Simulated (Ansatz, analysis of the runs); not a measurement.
# Transmission past a defect: Au wire along [110], 4 atoms a period, NO placed on top of one Au, part 4 of 4

What does the defect do to the conductance?

Ansatz 0.2.0; DFT PBE, plane waves, PAW; relaxation of a wire's period (the session's first sound run).

So far, conductance of the lead as this run defines it (G₀): step 3 (the perfect wire) 3.63.

## (5) Transmission

This step: DFT PBE, plane waves, PAW; transmission of a junction in a wire (Ansatz 0.2.0).

The cell is now read as a scatterer between two semi-infinite leads, named by two sites one period apart. The scattering states in its self-consistent potential are matched to the leads' states at each energy. One point across is taken; the program will flag that the box is too narrow for that.

input.yaml reads:

```yaml
crystal:
  lattice:
    - [8.88, 0.0, 0.0]
    - [0.0, 11.212, 0.0]
    - [0.0, 0.0, 24.3362530524]
  atoms:
    - { symbol: Au, position: [0.386950635, 0.681461448, 0.0] }
    - { symbol: Au, position: [0.37206976, 0.431110303, 0.0] }
    - { symbol: Au, position: [0.613049365, 0.31856944, 0.055555556] }
    - { symbol: Au, position: [0.62793024, 0.568920585, 0.055555556] }
    - { symbol: Au, position: [0.386950635, 0.681461448, 0.111111111] }
    - { symbol: Au, position: [0.37206976, 0.431110303, 0.111111111] }
    - { symbol: Au, position: [0.613049365, 0.31856944, 0.166666667] }
    - { symbol: Au, position: [0.62793024, 0.568920585, 0.166666667] }
    - { symbol: Au, position: [0.386950635, 0.681461448, 0.222222222] }
    - { symbol: Au, position: [0.37206976, 0.431110303, 0.222222222] }
    - { symbol: Au, position: [0.613049365, 0.31856944, 0.277777778] }
    - { symbol: Au, position: [0.62793024, 0.568920585, 0.277777778] }
    - { symbol: Au, position: [0.3860848868, 0.6747147325, 0.3341577668] }
    - { symbol: Au, position: [0.3708518075, 0.4258376622, 0.3339974437] }
    - { symbol: Au, position: [0.6043503216, 0.3023691371, 0.3887411013] }
    - { symbol: Au, position: [0.6251388713, 0.55266498, 0.3893705755] }
    - { symbol: Au, position: [0.3797813405, 0.6511263081, 0.4449367123] }
    - { symbol: Au, position: [0.3577231389, 0.3977880544, 0.4451009259] }
    - { symbol: Au, position: [0.5947426582, 0.2666831962, 0.500201501] }
    - { symbol: Au, position: [0.6077503172, 0.5187682393, 0.5005195475] }
    - { symbol: Au, position: [0.3776177088, 0.6526372708, 0.5559653516] }
    - { symbol: Au, position: [0.3558763021, 0.3995013872, 0.5556950428] }
    - { symbol: Au, position: [0.606529098, 0.3093110757, 0.6111026974] }
    - { symbol: Au, position: [0.625789582, 0.5594665248, 0.6108627227] }
    - { symbol: Au, position: [0.386950635, 0.681461448, 0.666666667] }
    - { symbol: Au, position: [0.37206976, 0.431110303, 0.666666667] }
    - { symbol: Au, position: [0.613049365, 0.31856944, 0.722222222] }
    - { symbol: Au, position: [0.62793024, 0.568920585, 0.722222222] }
    - { symbol: Au, position: [0.386950635, 0.681461448, 0.777777778] }
    - { symbol: Au, position: [0.37206976, 0.431110303, 0.777777778] }
    - { symbol: Au, position: [0.613049365, 0.31856944, 0.833333333] }
    - { symbol: Au, position: [0.62793024, 0.568920585, 0.833333333] }
    - { symbol: Au, position: [0.386950635, 0.681461448, 0.888888889] }
    - { symbol: Au, position: [0.37206976, 0.431110303, 0.888888889] }
    - { symbol: Au, position: [0.613049365, 0.31856944, 0.944444444] }
    - { symbol: Au, position: [0.62793024, 0.568920585, 0.944444444] }
    - { symbol: "N", position: [0.7025840047, 0.1040796808, 0.5017567923] }
    - { symbol: O, position: [0.8328533504, 0.0923597202, 0.500815865] }
kpoints:
  mp_grid: { grid: [1, 1, 4] }
scf:
  occupations: { method: fermi_dirac, width: 0.05 }
hamiltonian:
  xc: pbe
output:
  transmission:
    e_range: [-1.26, 1.26]
    de: 0.035
    kmesh: [1, 1]
    reduced_basis: true
    leads: [[32, 0]]
  dos: { projected: true, e_range: [-4, 3] }
  write_potential: true
  write_density: true
  volumetric_format: npy
  elf: true
basis:
  ecutwfc: "350 eV"
```

On the command line:

```
$ ansatz run input.yaml --threads 4 --pin off --max-ram 16384MiB --backend cpu --events-out ev --progress --plain --runs-dir out
```

Numbers of over 12 decimals in the logs are rounded to 6 here.

The program printed:

```text
[...]
Crystal: 38 atoms, lattice volume = 2422.980 Å³
Basis set: ecut = 350 eV, 35947 PW (Γ)
Bands: 417, of which v1, the nominal top of the filled ones, is band 348 counted from 1 (347 counted from 0)
Symmetry: 1 space group operations
[...]
k-points: 3 of 4 (time reversal used)
[...]
SCF iter   1: F=—  HF=-474296.852795 eV  |F-HF|=—  |Δ(HF+E_count)|=         —  Δρ=5.16e-3  dr2=1.78e0  ethr=1.77e-3  ⟨swp⟩=6.7  Hψ=5055  notcnv=0  defer=67
[...]
SCF iter  12: F=-474296.767774 eV  HF=-474296.767774 eV  |F-HF|=7.92e-9  |Δ(HF+E_count)|=   6.04e-8  Δρ=1.22e-6  dr2=4.33e-8  ethr=1.44e-11  ⟨swp⟩=13.3  Hψ=5194  notcnv=0
SCF 1 converged in 12 iterations: F = -474296.767774 eV  dr2 = 4.33e-8
[...]
transmission: 29 of 174 steps passed
transmission: 58 of 174 steps passed
[...]
transmission: 174 of 174 steps passed
WARN: The output density's exchange-correlation potential varies sharply where the density is thin. Do not read a vacuum level from v_tot or v_xc, or from such a field of the output density. On a cell that repeats whose density bears no net charge and no dipole along the vacuum's axis use v_es (v_loc + v_h of the components); under efield.dipole_correction with no amplitude use v_es + v_field, which holds any externa [...]
SCF converged after 12 iterations
Free energy (F): -474296.767774 eV
[...]
Internal energy: -474296.590869 eV  (E = F + TS)
E sigma→0 (E₀):  -474296.679321 eV
Entropy (-TS):   -0.176905 eV (-4.655 meV/atom)
Fermi energy:    1.325242 eV
[...]
--- Band table (eV) ---
  k-point 0: bands = [... 344 lower, 1.0826, 1.1373, 1.2829, 1.3797, 1.3960, 1.5341, 1.6060, 1.6855, ... 65 higher]
  k-point 1: bands = [... 344 lower, 0.8780, 1.1526, 1.2753, 1.2970, 1.4300, 1.4816, 1.5989, 1.7168, ... 65 higher]
  k-point 2: bands = [... 344 lower, 0.7290, 1.0194, 1.0444, 1.2985, 1.3808, 1.6050, 1.6902, 1.8489, ... 65 higher]
--- Transmission ---
  basis      : 721 plane waves across, 29 finite elements along
  points     : 1, standing for a mesh of 1 x 1
  unconverged: the k-mesh may be too coarse, since an axis without vacuum has one point: set a kmesh with more there, and mesh_tolerance
[...]
crystal 0  : Au4, at the sites [32, 0], period 2.7040 Å, over 16.22 Å; its Hamiltonian steps by up to 5.7 meV
[...]
filled         : 1.3 meV over the level at which it is neutral
    channels       : 4.000000e0 a spin
[...]
junction   : crystal 0 to crystal 0, 0.68 to 22.31 Å
    transmission   : 3.213110e0 a spin
    error estimate : 6.240354e-4 a spin from the reduction of the transverse basis, at the most 5.174469e-3 at -1.225000 eV
    conductance    : 2.3327e14 S/m² at 300 K (2.3356e14 on every other energy)
    error estimate : 0.1 % from the energy spacing and 0.0 % from band edges of the leads and from resonances (wavevectors taken as independent; lower de), 0.0 % from the reduction of the transverse basis, 3.8 % from the steps of its leads' Hamiltonians or their offsets (lay more layers), 0.4 % from the distance to neutral
    resistance     : 8.6454e-4 Ω µm² beyond half of each lead's own
```

It took 5.4 min on 4 threads of Arm Neoverse V2, shared host; peak memory 7.6 GiB; 18 min of CPU time.

Numbers from this step:

| Quantity | Value |
| --- | --- |
| energy at zero smearing | -474296.6793 eV |
| transmission at the energy nearest the Fermi level, one spin | 3.213 |
| step of the lead's Hamiltonian | 5.7 meV |
| conductance of the junction | 2.998 G₀ |

Transmission, one spin against energy, zero at the Fermi level:

| energy (eV) | transmission, one spin |
| --- | --- |
| -1.190 | 3.67 |
| -1.085 | 3.09 |
| -1.015 | 2.81 |
| -0.910 | 2.90 |
| -0.805 | 2.94 |
| -0.770 | 2.94 |
| -0.700 | 2.94 |
| -0.595 | 2.93 |
| -0.490 | 2.92 |
| -0.385 | 2.91 |
| -0.315 | 2.89 |
| -0.210 | 2.83 |
| -0.105 | 2.51 |
| 0.000 | 3.21 |
| 0.105 | 3.40 |
| 0.210 | 3.28 |
| 0.315 | 2.89 |
| 0.385 | 2.74 |
| 0.490 | 2.88 |
| 0.595 | 3.00 |
| 0.700 | 3.04 |
| 0.770 | 3.04 |
| 0.805 | 3.04 |
| 0.910 | 3.03 |
| 1.015 | 3.01 |
| 1.085 | 2.99 |
| 1.190 | 2.97 |

Table of open channels of the lead, one spin by energy, zero at the Fermi level:

| energy (eV) | open channels of the lead, one spin |
| --- | --- |
| -1.26 | 6 |
| -1.19 | 5 |
| -1.08 | 4 |
| -1.01 | 4 |
| -0.91 | 3 |
| -0.84 | 3 |
| -0.73 | 3 |
| -0.67 | 3 |
| -0.56 | 3 |
| -0.49 | 3 |
| -0.39 | 3 |
| -0.32 | 3 |
| -0.21 | 3 |
| -0.14 | 3 |
| -0.04 | 3 |
| 0.00 | 4 |
| 0.04 | 4 |
| 0.14 | 4 |
| 0.21 | 4 |
| 0.32 | 4 |
| 0.39 | 4 |
| 0.49 | 4 |
| 0.56 | 4 |
| 0.67 | 4 |
| 0.73 | 4 |
| 0.84 | 4 |
| 0.91 | 4 |
| 1.01 | 4 |
| 1.08 | 4 |
| 1.19 | 4 |
| 1.26 | 4 |

Projected DOS an atom over height of the atomic layer and energy from the Fermi level.  broadened by a Gaussian of 0.15 eV, since few k-points sample the long cell.

Ten even steps from '_' (0.17 states/eV) to '@' (4.28 states/eV), each cell a mean:
```
____________________________________
____________________________________
____________________________________
__________________..________________
__________________..________________
__________________..________________
____________________________________
____________________________________
____________________________________
..................__................
::::::::::::::::::__::::::::::::::::
------------------__----------------
++++++++++++******..******++++++++++
@@@@@@@@@@@@@@@@@@::@@@@@@@@@@@@@@@@
@@@@%%@@@@%%%%@@@@::@@@@%%%%@@@@%%@@
##########**######::######**########
**####************::**********####**
==================::================
==================::================
++++++++++++++++++--++==++++++++++++
==================::================
++++++++++++====--::--====++++++++++
```
Columns: height of the atomic layer (Å) from 0 to 23.0; rows upwards: energy from the Fermi level (eV) from -3.98 to 1.47.

ELF in the ca plane at fractional y = 0.092, with atoms of N and O within 0.2 Å of it. It is the smooth field of the valence electrons, not physical close to the nuclei.

Ten even steps from '0' (0.00) to '9' (0.91), each cell a mean:
```
00000000000000000001245431000000000000000000
00000000000000000003688863100000000000000000
00000000000000000014899985100000000000000000
00000000000000000014885785100000000000000000
00000000000000000003675773100000000000000000
00000000000000000002577763000000000000000000
00000000000000000003663574100000000000000000
00000000000000000004887886100000000000000000
00000000000000000003799984100000000000000000
00000000000000000001367741000000000000000000
00000000000000000000011110000000000000000000
00000000000000000000000000000000000000000000
00000000000000000000000000000000000000000000
00000000000000000000000000000000000000000000
00000000000000000000000000000000000000000000
00000000000000000000000000000000000000000000
00000000000000000000000000000000000000000000
00000000000000000000000000000000000000000000
00000000000000000000000000000000000000000000
00000000000000000000000000000000000000000000
00000000000000000000000000000000000000000000
00000000000000000000000000000000000000000000
00000000000000000000000000000000000000000000
00000000000000000000011100000000000000000000
```
Columns run along c (16.0 Å, from fractional 0.17 to 0.83 of the cell), rows up along a (8.9 Å). Atoms in or near the plane, at fractional coordinates: N at (0.50, 0.70), O at (0.50, 0.83).

Valence density in the ca plane at fractional y = 0.092, with atoms of N and O within 0.2 Å of it. It is the smooth field of the valence electrons, not physical close to the nuclei.

Values in e/Å³, 13 rows by 16 columns, each cell a mean:
```
0.0 0.0 0.0 0.0 0.0 0.0 0.0 0.1 0.2 0.0 0.0 0.0 0.0 0.0 0.0 0.0
0.0 0.0 0.0 0.0 0.0 0.0 0.0 1.1 2.9 0.1 0.0 0.0 0.0 0.0 0.0 0.0
0.0 0.0 0.0 0.0 0.0 0.0 0.0 1.3 3.5 0.1 0.0 0.0 0.0 0.0 0.0 0.0
0.0 0.0 0.0 0.0 0.0 0.0 0.0 1.0 2.5 0.1 0.0 0.0 0.0 0.0 0.0 0.0
0.0 0.0 0.0 0.0 0.0 0.0 0.0 0.5 1.4 0.1 0.0 0.0 0.0 0.0 0.0 0.0
0.0 0.0 0.0 0.0 0.0 0.0 0.0 0.1 0.1 0.0 0.0 0.0 0.0 0.0 0.0 0.0
0.0 0.0 0.0 0.0 0.0 0.0 0.0 0.0 0.0 0.0 0.0 0.0 0.0 0.0 0.0 0.0
0.0 0.0 0.0 0.0 0.0 0.0 0.0 0.0 0.0 0.0 0.0 0.0 0.0 0.0 0.0 0.0
0.0 0.0 0.0 0.0 0.0 0.0 0.0 0.0 0.0 0.0 0.0 0.0 0.0 0.0 0.0 0.0
0.0 0.0 0.0 0.0 0.0 0.0 0.0 0.0 0.0 0.0 0.0 0.0 0.0 0.0 0.0 0.0
0.0 0.0 0.0 0.0 0.0 0.0 0.0 0.0 0.0 0.0 0.0 0.0 0.0 0.0 0.0 0.0
0.0 0.0 0.0 0.0 0.0 0.0 0.0 0.0 0.0 0.0 0.0 0.0 0.0 0.0 0.0 0.0
0.0 0.0 0.0 0.0 0.0 0.0 0.0 0.0 0.0 0.0 0.0 0.0 0.0 0.0 0.0 0.0
```
Columns run along c (16.0 Å, from fractional 0.17 to 0.83 of the cell), rows up along a (8.9 Å). Atoms in or near the plane, at fractional coordinates: N at (0.50, 0.70), O at (0.50, 0.83).

Electrostatic potential energy in the ca plane at fractional y = 0.092, with atoms of N and O within 0.2 Å of it. With pseudopotentials it is smooth inside the atoms' cores, unlike the true potential.

Ten even steps from '0' (1.0 eV) to '9' (6.5 eV), each cell a mean:
```
99999999999999999999988899999999999999999999
99999999999999999998743368999999999999999999
99999999999999999987300026899999999999999999
99999999999999999885000005889999999999999999
99999999999999999875000004789999999999999999
99999999999999999874000003788999999999999999
99999999999999998874000002788999999999999999
99999999999999999875000003789999999999999999
99999999999999999887300026889999999999999999
99999999999999999988754468899999999999999999
99999999999999999998887888999999999999999999
99999999999999999999988899999999999999999999
99999999999999999999999999999999999999999999
99999999999999999999999999999999999999999999
99999999999999999999999999999999999999999999
99999999999999999999999999999999999999999999
99999999999999999999999999999999999999999999
99999999999999999999999999999999999999999999
99999999999999999999999999999999999999999999
99999999999999999999999999999999999999999999
99999999999999999999999999999999999999999999
99999999999999999999999999999999999999999999
99999999999999999999999999999999999999999999
99999999999999999999999999999999999999999999
```
Columns run along c (16.0 Å, from fractional 0.17 to 0.83 of the cell; values clipped at the 3rd and 97th percentile), rows up along a (8.9 Å). Atoms in or near the plane, at fractional coordinates: N at (0.50, 0.70), O at (0.50, 0.83).

By hand: the program gives 2.3327 × 10^14 S/m² over the cell's cross-section of 99.56 Å² = 9.956 × 10^-19 m², so one cell conducts 2.322 × 10^-4 S. Divided by G0 = 2e²/h = 7.748 × 10^-5 S this is 3.00 G0, a resistance of 4.31 kΩ.

The conductance is 3.00 G₀, with 4 channels a spin open in the lead. The lead's Hamiltonian steps by 5.7 meV, which the program lets pass, though it counts in the error estimate.

## (6) Landauer integrals

This step: Landauer integrals over the computed T(E), interpolated linearly between its energies (analysis of the runs above).

Conductance and thermopower are moments of T(E) over the thermal window; sliding the window along E stands for a gate that leaves T(E) rigid.

Numbers from this step:

- conductance at 300 K, interpolated from T(E): 2.971 G₀
- thermopower at 300 K: -18.52 μV/K
- Lorenz number over L0: 0.9584

T(E) held rigid; rough near sharp steps of T(E). Conductance at 300 K against shift of the leads' level:

shift of the leads' level (eV), conductance at 300 K (G₀) and a bar from the least value:
```
   -0.900       2.65 ####
   -0.800       2.93 ##############
   -0.750       2.94 ###############
   -0.650       2.94 ##############
   -0.550       2.93 ##############
   -0.450       2.92 ##############
   -0.400       2.91 #############
   -0.300       2.88 ############
   -0.200       2.79 #########
   -0.150       2.67 ####
   -0.050       2.55 
    0.050       3.28 ###########################
    0.150       3.35 ##############################
    0.200       3.28 ###########################
    0.300       2.97 ################
    0.400       2.79 #########
    0.450       2.83 ##########
    0.550       2.95 ###############
    0.650       3.02 #################
    0.750       3.04 ##################
    0.800       3.04 ##################
    0.900       3.03 ##################
```

T(E) held rigid; rough near sharp steps of T(E). Thermopower at 300 K against shift of the leads' level:

| shift of the leads' level (eV) | thermopower at 300 K (μV/K) |
| --- | --- |
| -0.900 | -16.7 |
| -0.850 | -6.39 |
| -0.800 | -1.53 |
| -0.700 | 0.0834 |
| -0.650 | 0.178 |
| -0.600 | 0.220 |
| -0.550 | 0.255 |
| -0.450 | 0.381 |
| -0.400 | 0.516 |
| -0.350 | 0.765 |
| -0.300 | 1.25 |
| -0.200 | 4.52 |
| -0.150 | 7.81 |
| -0.100 | 4.72 |
| -0.050 | -14.4 |
| 0.050 | -8.27 |
| 0.100 | -1.67 |
| 0.150 | 1.89 |
| 0.200 | 4.74 |
| 0.300 | 7.57 |
| 0.350 | 4.63 |
| 0.400 | 0.186 |
| 0.450 | -2.56 |
| 0.550 | -2.52 |
| 0.600 | -1.73 |
| 0.650 | -1.05 |
| 0.700 | -0.541 |
| 0.800 | 0.104 |
| 0.850 | 0.296 |
| 0.900 | 0.427 |

The two levels move by half the bias each and T(E) is held rigid. Current from the zero-bias T(E) against bias:

| bias (V) | current from the zero-bias T(E) (μA) |
| --- | --- |
| 0.000 | 0 |
| 0.100 | 22.8 |
| 0.200 | 45.4 |
| 0.300 | 68.4 |
| 0.400 | 91.9 |
| 0.500 | 115 |
| 0.600 | 138 |
| 0.700 | 161 |
| 0.800 | 183 |
| 0.900 | 205 |
| 1.000 | 227 |
| 1.100 | 250 |
| 1.200 | 273 |
| 1.300 | 296 |
| 1.400 | 319 |
| 1.500 | 342 |
| 1.600 | 365 |
| 1.700 | 388 |
| 1.800 | 411 |
| 1.900 | 432 |

By hand, Mott's formula: S = −(π²k²T/3e) d ln T/dE, and π²k²T/3e = 7.33 μV/K × eV at 300 K. The computed T is 2.09 at -0.070 eV and 3.39 at +0.070 eV, so d ln T/dE ≈ 3.47 per eV and S ≈ -25.5 μV/K, against -18.5 from the integrals. The two differ since ln T is not straight over the thermal window.

The thermopower is -18.5 μV/K. The Lorenz ratio is 0.96, where the Wiedemann-Franz law gives 1. Moving the level by up to 0.1 eV either way gives -19 to 4.7 μV/K.

## (7) Results

| Item | Value |
| --- | --- |
| conductance of the perfect wire | 3.63 G₀ |
| conductance, NO placed on top of one Au | 3.00 G₀ |
| thermopower, NO placed on top of one Au | -18.5 μV/K |

What this shows: Summed over the computed window, 81 % of the lead's open channels pass the defect; the conductance at 300 K is 3.00 G₀. With NO placed on top of one Au, 80 % of the conductance of that run's own lead (3.75 G₀) is left. Transport is coherent and elastic here: the atoms are frozen, so scattering by vibrations plays no part. With NO placed on top of one Au several atoms of the wire itself moved far in the relaxation, so the changed stretch between the held leads may scatter as well as the defect. Adsorbates are named by the site where they were placed; the distances after each relaxation show where they ended. Spin-orbit coupling is left out, which matters for the bands of heavy atoms. A cutoff under the files' recommended one was taken to save time; its effect on T(E) was not tested here. A cell with an odd number of electrons ran without spin; a level of the scatterer near the Fermi level could split if spin were allowed. The program marked the mesh across the current as unconverged: one point across may be too few, as where atoms come near their images or a face has no vacuum.

[Logs are printed without paths, hosts, clocks, repeated set-up lines and the standing remarks that a program may print on its own settings, such as how far it seeks lower states.]

[Hosts, paths, dates, database ids (printed as entryN), source tags and the programs' standing remarks are cut or masked in the printed files.]
